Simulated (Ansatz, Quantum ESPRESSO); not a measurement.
# LiF(001): dielectric constant from slabs in a field, part 2 of 7

How well do thin films like LiF(001), 5 layers screen a field, with the ions clamped and free?

Quantum ESPRESSO 7.5; plane-wave DFT, PBE, GBRV ultrasoft pseudopotentials; geometry by Ansatz 0.2.0 with PAW datasets.

So far. Step 2 (Relaxation with Ansatz, 5 layers): The relaxation lowers the energy by 2 meV an atom.

## (3) Ground state, 5 layers: no field

The slab without a field is the reference for all differences.

Level of this step: plane-wave DFT, PBE, GBRV ultrasoft pseudopotentials (Quantum ESPRESSO 7.5).

Contents of n5.f0.in:

```
&control
  prefix = 'n5.f0'
  outdir = './out'
  pseudo_dir = './pseudo'
  calculation = 'scf'
  tprnfor = .true.
  tefield = .true.
  dipfield = .true.
/
&system
  ibrav = 0
  nat = 10
  ntyp = 2
  ecutwfc = 40
  ecutrho = 200
  occupations = 'fixed'
  edir = 3
  emaxpos = 0.97
  eopreg = 0.04
  eamp = 0.0
/
&electrons
  conv_thr = 1e-10
  mixing_beta = 0.5
  electron_maxstep = 120
/
ATOMIC_SPECIES
  Li  6.9400  li_pbe_v1.4.uspp.F.UPF
  F   18.9984  f_pbe_v1.4.uspp.F.UPF
CELL_PARAMETERS angstrom
  2.87792459940000 0.00000000000000 0.00000000000000
  0.00000000000000 2.87792459940000 0.00000000000000
  0.00000000000000 0.00000000000000 24.14000000000000
ATOMIC_POSITIONS crystal
  Li  0.000000000000 0.000000000000 0.333648074746
  F   0.500000000000 0.500000000000 0.330800501673
  Li  0.500000000000 0.500000000000 0.415377996277
  F   0.000000000000 0.000000000000 0.415887481207
  Li  -0.000000000000 0.000000000000 0.499999996043
  F   0.500000000000 0.500000000000 0.500000002950
  Li  0.500000000000 0.500000000000 0.584621996164
  F   -0.000000000000 0.000000000000 0.584112524377
  Li  0.000000000000 0.000000000000 0.666351917678
  F   0.500000000000 0.500000000000 0.669199508886
K_POINTS automatic
  8 8 1 0 0 0
```

Command:

```bash
> OMP_NUM_THREADS=1 mpirun -n 8 pw.x -nk 4 -in n5.f0.in > n5.f0.out
```

Log:

```text
Program PWSCF v.7.5 starts
[citation notice left out]

     Parallel version (MPI & OpenMP), running on       8 processor cores
     Number of MPI processes:                 8
     Threads/MPI process:                     1

     MPI processes distributed on     1 nodes
[...]
Current dimensions of program PWSCF are:
     Max number of different atomic species (ntypx) = 10
     Max number of k-points (npk) =  40000
     Max angular momentum in pseudopotentials (lmaxx) =  4
     Presently no symmetry can be used with electric field

     K-points division:     npool     =       4
     R & G space division:  proc/nbgrp/npool/nimage =       2
     Subspace diagonalization in iterative solution of the eigenvalue problem:
     a serial algorithm will be used

     Parallelization info
     --------------------
     sticks:   dense  smooth     PW     G-vecs:    dense   smooth      PW
     Min         240     186     60                32288    23016    4156
     Max         241     187     61                32301    23043    4171
     Sum         481     373    121                64589    46059    8327

     Using Slab Decomposition

     bravais-lattice index     =            0
     lattice parameter (alat)  =       5.4385  a.u.
     unit-cell volume          =    1349.2508 (a.u.)^3
     number of atoms/cell      =           10
     number of atomic types    =            2
     number of electrons       =        50.00
     number of Kohn-Sham states=           25
     kinetic-energy cutoff     =      40.0000  Ry
     charge density cutoff     =     200.0000  Ry
     scf convergence threshold =      1.0E-10
     mixing beta               =       0.5000
     number of iterations used =            8  plain     mixing
     Exchange-correlation=  SLA  PW   PBX  PBC
                           (   1   4   3   4   0   0   0)

     celldm(1)=   5.438489  celldm(2)=   0.000000  celldm(3)=   0.000000
     celldm(4)=   0.000000  celldm(5)=   0.000000  celldm(6)=   0.000000

     crystal axes: (cart. coord. in units of alat)
               a(1) = (   1.000000   0.000000   0.000000 )
               a(2) = (   0.000000   1.000000   0.000000 )
               a(3) = (   0.000000   0.000000   8.387989 )

     reciprocal axes: (cart. coord. in units 2 pi/alat)
               b(1) = (  1.000000  0.000000  0.000000 )
               b(2) = (  0.000000  1.000000  0.000000 )
               b(3) = (  0.000000  0.000000  0.119218 )

     PseudoPot. # 1 for Li read from file:
     ./pseudo/li_pbe_v1.4.uspp.F.UPF
     Pseudo is Ultrasoft, Zval =  3.0
     Generated by new atomic code, or converted to UPF format
     Using radial grid of  751 points,  5 beta functions with:
                l(1) =   0
                l(2) =   0
                l(3) =   0
                l(4) =   1
                l(5) =   1
     Q(r) pseudized with 10 coefficients,  rinner =    1.150   1.150   1.150

     PseudoPot. # 2 for F  read from file:
     ./pseudo/f_pbe_v1.4.uspp.F.UPF
     Pseudo is Ultrasoft, Zval =  7.0
     Generated by new atomic code, or converted to UPF format
     Using radial grid of  799 points,  4 beta functions with:
                l(1) =   0
                l(2) =   0
                l(3) =   1
                l(4) =   1
     Q(r) pseudized with  8 coefficients,  rinner =    0.950   0.950   0.950

     atomic species   valence    mass     pseudopotential
     Li                3.00     6.94000     Li( 1.00)
     F                 7.00    18.99840     F ( 1.00)

     No symmetry found

   Cartesian axes

     site n.     atom                  positions (alat units)
         1        Li     tau(   1) = (   0.0000000   0.0000000   2.7986364  )
         2        F      tau(   2) = (   0.5000000   0.5000000   2.7747510  )
         3        Li     tau(   3) = (   0.5000000   0.5000000   3.4841861  )
         4        F      tau(   4) = (   0.0000000   0.0000000   3.4884596  )
         5        Li     tau(   5) = (   0.0000000   0.0000000   4.1939945  )
         6        F      tau(   6) = (   0.5000000   0.5000000   4.1939945  )
         7        Li     tau(   7) = (   0.5000000   0.5000000   4.9038029  )
         8        F      tau(   8) = (   0.0000000   0.0000000   4.8995295  )
         9        Li     tau(   9) = (   0.0000000   0.0000000   5.5893526  )
        10        F      tau(  10) = (   0.5000000   0.5000000   5.6132381  )

     number of k points=    34
                       cart. coord. in units 2pi/alat
        k(    1) = (   0.0000000   0.0000000   0.0000000), wk =   0.0312500
        k(    2) = (   0.0000000   0.1250000   0.0000000), wk =   0.0625000
        k(    3) = (   0.0000000   0.2500000   0.0000000), wk =   0.0625000
        k(    4) = (   0.0000000   0.3750000   0.0000000), wk =   0.0625000
        k(    5) = (   0.0000000  -0.5000000   0.0000000), wk =   0.0312500
        k(    6) = (   0.1250000   0.0000000   0.0000000), wk =   0.0625000
        k(    7) = (   0.1250000   0.1250000   0.0000000), wk =   0.0625000
        k(    8) = (   0.1250000   0.2500000   0.0000000), wk =   0.0625000
        k(    9) = (   0.1250000   0.3750000   0.0000000), wk =   0.0625000
        k(   10) = (   0.1250000  -0.5000000   0.0000000), wk =   0.0625000
[...]
k(   34) = (  -0.5000000  -0.5000000   0.0000000), wk =   0.0312500

     Dense  grid:    64589 G-vectors     FFT dimensions: (  25,  25, 216)

     Smooth grid:    46059 G-vectors     FFT dimensions: (  24,  24, 192)

     Estimated max dynamical RAM per process >      42.95 MB

     Estimated total dynamical RAM >     296.26 MB

     Initial potential from superposition of free atoms

     starting charge      47.7463, renormalised to      50.0000

     negative rho (up, down):  3.204E-04 0.000E+00

     Adding external electric field

     Computed dipole along edir(3) :
        Dipole               -0.0000 Ry au,         -0.0000 Debye
        Dipole field         -0.0000 Ry au,

        Potential amp.        0.0000 Ry
        Total length         43.7933 bohr

     Starting wfcs are   45 randomized atomic wfcs

     total cpu time spent up to now is        0.7 secs

     per-process dynamical memory:    36.7 Mb

     Self-consistent Calculation

     iteration #  1     ecut=    40.00 Ry     beta= 0.50
     Davidson diagonalization with overlap
     ethr =  1.00E-02,  avg # of iterations =  1.7

     Threshold (ethr) on eigenvalues was too large:
     Diagonalizing with lowered threshold

     Davidson diagonalization with overlap
     ethr =  3.03E-04,  avg # of iterations =  2.1

[...]
estimated scf accuracy    <       0.16962969 Ry

     iteration #  2     ecut=    40.00 Ry     beta= 0.50
[...]
negative rho (up, down):  8.680E-05 0.000E+00

[...]
Dipole               -0.0002 Ry au,         -0.0004 Debye
[...]
total energy              =    -316.79933335 Ry
     estimated scf accuracy    <       0.02299353 Ry

     iteration #  3     ecut=    40.00 Ry     beta= 0.50
[...]
negative rho (up, down):  1.713E-04 0.000E+00

[...]
Dipole                0.0006 Ry au,          0.0015 Debye
[...]
total energy              =    -316.80050030 Ry
     estimated scf accuracy    <       0.00262480 Ry

     iteration #  4     ecut=    40.00 Ry     beta= 0.50
[...]
negative rho (up, down):  2.146E-04 0.000E+00

[...]
Dipole                0.0001 Ry au,          0.0004 Debye
[...]
total energy              =    -316.80124088 Ry
     estimated scf accuracy    <       0.00017638 Ry

     iteration #  5     ecut=    40.00 Ry     beta= 0.50
[...]
negative rho (up, down):  2.448E-04 0.000E+00

[...]
Dipole                0.0000 Ry au,          0.0001 Debye
[...]
total energy              =    -316.80131110 Ry
     estimated scf accuracy    <       0.00004042 Ry

     iteration #  6     ecut=    40.00 Ry     beta= 0.50
[...]
negative rho (up, down):  2.568E-04 0.000E+00

[...]
Dipole                0.0000 Ry au,          0.0000 Debye
[...]
total energy              =    -316.80132293 Ry
     estimated scf accuracy    <       0.00000213 Ry

     iteration #  7     ecut=    40.00 Ry     beta= 0.50
[...]
negative rho (up, down):  2.619E-04 0.000E+00

[...]
Dipole               -0.0000 Ry au,         -0.0000 Debye
[...]
total energy              =    -316.80132256 Ry
     estimated scf accuracy    <       0.00000251 Ry

     iteration #  8     ecut=    40.00 Ry     beta= 0.50
[...]
negative rho (up, down):  2.646E-04 0.000E+00

[...]
Dipole               -0.0000 Ry au,         -0.0000 Debye
[...]
total energy              =    -316.80132326 Ry
     estimated scf accuracy    <       0.00000015 Ry

     iteration #  9     ecut=    40.00 Ry     beta= 0.50
[...]
negative rho (up, down):  2.661E-04 0.000E+00

[...]
Dipole                0.0000 Ry au,          0.0000 Debye
[...]
total energy              =    -316.80132325 Ry
     estimated scf accuracy    <       0.00000007 Ry

     iteration # 10     ecut=    40.00 Ry     beta= 0.50
[...]
negative rho (up, down):  2.668E-04 0.000E+00

[...]
Dipole               -0.0000 Ry au,         -0.0000 Debye
[...]
total energy              =    -316.80132327 Ry
     estimated scf accuracy    <          5.1E-10 Ry

     iteration # 11     ecut=    40.00 Ry     beta= 0.50
[...]
negative rho (up, down):  2.674E-04 0.000E+00

[...]
Dipole                0.0000 Ry au,          0.0000 Debye
[...]
End of self-consistent calculation

          k = 0.0000 0.0000 0.0000 (  5835 PWs)   bands (ev):

   -45.3216 -45.3215 -45.2161 -45.2004 -45.1689 -24.1330 -23.9835 -23.6880
   -23.3803 -23.3630  -6.9155  -6.2371  -5.3357  -5.1639  -5.1639  -4.9308
    -4.9308  -4.6827  -4.5568  -4.5568  -4.3645  -4.2829  -4.2829  -4.2305
    -4.2305

          k = 0.0000 0.1250 0.0000 (  5817 PWs)   bands (ev):

   -45.3187 -45.3186 -45.2123 -45.1982 -45.1680 -24.0990 -23.9612 -23.6809
   -23.3691 -23.3555  -6.8117  -6.2160  -5.5237  -5.3145  -5.1005  -4.9732
    -4.9032  -4.8816  -4.5876  -4.5257  -4.4760  -4.4144  -4.2840  -4.2574
    -4.2155

          k = 0.0000 0.2500 0.0000 (  5767 PWs)   bands (ev):

   -45.3115 -45.3114 -45.2024 -45.1929 -45.1662 -24.0079 -23.9057 -23.6725
   -23.3429 -23.3367  -6.5619  -6.2743  -5.9091  -5.6976  -5.2761  -5.1891
    -4.9371  -4.9321  -4.7573  -4.6251  -4.4604  -4.4362  -4.3664  -4.1978
    -4.1804

          k = 0.0000 0.3750 0.0000 (  5769 PWs)   bands (ev):

   -45.3043 -45.3043 -45.1912 -45.1875 -45.1657 -23.8906 -23.8478 -23.6899
   -23.3178 -23.3166  -6.5101  -6.4709  -6.1130  -6.0776  -5.6315  -5.4426
    -4.9337  -4.7469  -4.7198  -4.6240  -4.4772  -4.4391  -4.4361  -4.1428
    -4.1417

          k = 0.0000-0.5000 0.0000 (  5766 PWs)   bands (ev):

   -45.3013 -45.3013 -45.1857 -45.1853 -45.1663 -23.8231 -23.8117 -23.7277
   -23.3078 -23.3077  -6.6092  -6.5678  -6.2853  -6.1167  -5.8198  -5.1765
    -5.1418  -4.7174  -4.5978  -4.5733  -4.5653  -4.4863  -4.4113  -4.1222
    -4.1221

          k = 0.1250 0.0000 0.0000 (  5817 PWs)   bands (ev):

   -45.3187 -45.3186 -45.2123 -45.1982 -45.1680 -24.0990 -23.9612 -23.6809
   -23.3691 -23.3555  -6.8117  -6.2160  -5.5237  -5.3145  -5.1005  -4.9732
    -4.9032  -4.8816  -4.5876  -4.5257  -4.4760  -4.4144  -4.2840  -4.2574
    -4.2155

[...]
highest occupied level (ev):    -4.1221

!    total energy              =    -316.80132326 Ry
     estimated scf accuracy    <          8.8E-11 Ry

     The total energy is the sum of the following terms:
     one-electron contribution =   -2907.23489434 Ry
     hartree contribution      =    1464.35293891 Ry
     xc contribution           =     -64.54074800 Ry
     ewald contribution        =    1190.62138017 Ry
     electric field correction =       0.00000000 Ry

     convergence has been achieved in  11 iterations

     Forces acting on atoms (cartesian axes, Ry/au):

     atom    1 type  1   force =    -0.00000007    0.00000005   -0.00005896
     atom    2 type  2   force =    -0.00000004   -0.00000004    0.00035037
     atom    3 type  1   force =     0.00000004   -0.00000004    0.00018335
     atom    4 type  2   force =    -0.00000004   -0.00000007    0.00006433
     atom    5 type  1   force =    -0.00000006    0.00000004    0.00000010
     atom    6 type  2   force =     0.00000000    0.00000001   -0.00000008
     atom    7 type  1   force =     0.00000007    0.00000003   -0.00018322
     atom    8 type  2   force =     0.00000007    0.00000003   -0.00006403
     atom    9 type  1   force =     0.00000002   -0.00000003    0.00005889
     atom   10 type  2   force =     0.00000000    0.00000002   -0.00035075

     Total force =     0.000573     Total SCF correction =     0.000024

[...]
=------------------------------------------------------------------------------=
   JOB DONE.
=------------------------------------------------------------------------------=
[key lines of the parts left out:]
Dipole field          0.0000 Ry au,
```

Wall time 14 s (8 MPI ranks of Arm Neoverse V2, shared host); peak memory 0.6 GiB.

This step gave:

* free energy: -4310.3016 eV
* dipole along the normal: 0 e·Å
* valence top, on the run's zero: -4.122 eV

The run needed 11 iterations to bring the estimated error under 1e-10 Ry; the largest force on any atom, held or free, is 0.01 eV/Å.

## (4) Electrostatic potential, 5 layers

The vacuum level is read from the electrostatic potential (plot_num = 11), averaged over planes.

Contents of n5.f0.pot.in:

```
&inputpp
  prefix = 'n5.f0'
  outdir = './out'
  filplot = 'n5.f0.pot.dat'
  plot_num = 11
/
```

Command:

```bash
> OMP_NUM_THREADS=1 mpirun -n 8 pp.x -in n5.f0.pot.in > n5.f0.pot.out
```

Log:

```text
[banner, memory and clock lines left out]
Program POST-PROC v.7.5 starts

          URL

     ./out/n5.f0.save/

     IMPORTANT: XC functional enforced from input :
     Exchange-correlation= PBE
                           (   1   4   3   4   0   0   0)
     Any further DFT definition will be discarded
     Please, verify this is what you really want

     negative rho (up, down):  2.674E-04 0.000E+00

     Adding external electric field

     Computed dipole along edir(3) :
        Dipole                0.0000 Ry au,          0.0000 Debye
        Dipole field          0.0000 Ry au,

        Potential amp.       -0.0000 Ry
        Total length         43.7933 bohr

     Calling punch_plot, plot_num =  11

     Adding external electric field

     Computed dipole along edir(3) :
        Dipole                0.0000 Ry au,          0.0000 Debye
        Dipole field          0.0000 Ry au,

        Potential amp.       -0.0000 Ry
        Total length         43.7933 bohr

     Writing data to file  n5.f0.pot.dat
     Message from routine chdens:
     namelist plot not found or invalid, exiting
```

It took 0.73 s on 8 MPI ranks; peak memory 0.09 GiB.

Read from the output:

- slope of the potential above: 6.66e-6 eV/Å
- upper vacuum line continued to the top atoms, over the valence top: 7.668 eV
- slope of the potential below: -1.99e-5 eV/Å
- lower vacuum line continued to the bottom atoms, over the valence top: 7.668 eV
- vacuum level at the upper face over the valence top of the mesh: 7.668 eV
- vacuum level at the lower face over the valence top of the mesh: 7.668 eV

Electrostatic potential energy of an electron, with the sawtooth; zero at the highest filled level of the SCF mesh. Potential energy, planar mean against z:

z (Å), potential energy, planar mean (eV) and a bar from the least value:
```
      0.0       7.67 ##############################
      0.5       7.67 ##############################
      1.0       7.67 ##############################
      1.5       7.67 ##############################
      2.0       7.67 ##############################
      2.5       7.67 ##############################
      3.0       7.67 ##############################
      3.5       7.67 ##############################
      4.0       7.67 ##############################
      4.5       7.67 ##############################
      5.0       7.67 ##############################
      5.5       7.66 ##############################
      6.0       7.64 ##############################
      6.5       7.53 ##############################
      7.0       6.90 ############################
      7.5       2.80 ###################
      8.0      -5.08 
      8.5       2.27 #################
      9.0       5.74 ##########################
      9.5       2.90 ###################
     10.0      -5.25 
     10.5       1.65 ################
     11.0       5.86 ##########################
     11.5       3.49 ####################
     12.0      -5.05 
     12.5       0.98 ##############
     13.0       5.82 ##########################
     13.5       3.90 #####################
     14.0      -4.87 #
     14.5       0.20 #############
     15.0       5.63 #########################
     15.5       4.14 ######################
     16.0      -4.20 ##
     16.5      -0.20 ############
     17.0       6.42 ###########################
     17.5       7.44 #############################
     18.0       7.63 ##############################
     18.5       7.66 ##############################
     19.0       7.67 ##############################
     19.5       7.67 ##############################
     20.0       7.67 ##############################
     20.5       7.67 ##############################
     21.0       7.67 ##############################
     21.5       7.67 ##############################
     22.0       7.67 ##############################
     22.5       7.67 ##############################
     23.0       7.67 ##############################
     23.5       7.67 ##############################
     24.0       7.67 ##############################
```

The vacuum is flat to 0.1 meV/Å, so its level is well defined. Inside the slab the curve depends on the local part of the pseudopotentials; only the vacuum level has a meaning of its own.

[end of part 2 of 7]

[Logs are printed without paths, hosts, clocks, repeated set-up lines and the standing remarks that a program may print on its own settings, such as how far it seeks lower states.]

[Hosts, paths, dates, database ids (printed as entryN), source tags and the programs' standing remarks are cut or masked in the printed files.]

[Maps of the electrostatic potential energy from Ansatz leave out the sawtooth potential of an applied field or a dipole correction, so their vacuum need not be flat; planar profiles and work functions include it.]
